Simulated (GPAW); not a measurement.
**CuAu3 in GPAW: the effect of target pressure**

CuAu3:

```
Au Cu
1.0
     3.98000    0.00000    0.00000
     0.00000    3.98000    0.00000
     0.00000    0.00000    3.98000
Au Cu
3 1
Direct
  0.50000 0.50000 0.00000
  0.50000 0.00000 0.50000
  0.00000 0.50000 0.50000
  0.00000 0.00000 0.00000
```

Alike in all runs:

- Program: GPAW 26.7.0
- Task: relaxation of cell and atoms
- Functional: PBEsol
- Potentials or basis: PAW data sets generated in the run's folder for this functional
- Cutoff: 600 eV
- Basis: pw
- k mesh: 7 × 7 × 7
- Occupations: fermi-dirac, width 0.05 eV
- Spin: no spin polarisation

Each run relaxes the cell or the atoms first.

| target pressure | target pressure | relaxed volume (Å³/atom) |
| --- | --- | --- |
| 0 GPa | - | 15.92 |
| 2 GPa | 2 GPa | ? |
| 5 GPa | 5 GPa | 15.50 |
| 10 GPa | 10 GPa | 15.15 |
| 20 GPa | 20 GPa | 14.57 |
| 30 GPa | 30 GPa | 14.09 |

Q: What does the run with target pressure 2 GPa give?

A: Relaxed volume 15.76 Å³/atom.

Worked out: In Murnaghan's law V^(-B') rises as a straight line in P. The other rows fit best with B' = 5.0, V0 = 15.92 Å³/atom and B0 = 179 GPa, which gives 15.74 Å³/atom at 2 GPa, against the run's 15.76.

Caveats: with these Cu and Au data sets, volumes or pressures lay over 1.5 % or 2 GPa off other programs in two to four cells of ten; later steps reuse the first step's grids; the relaxation stopped at its first step, so nothing moved (some runs).

Runs at the PBE level aren't shown here.
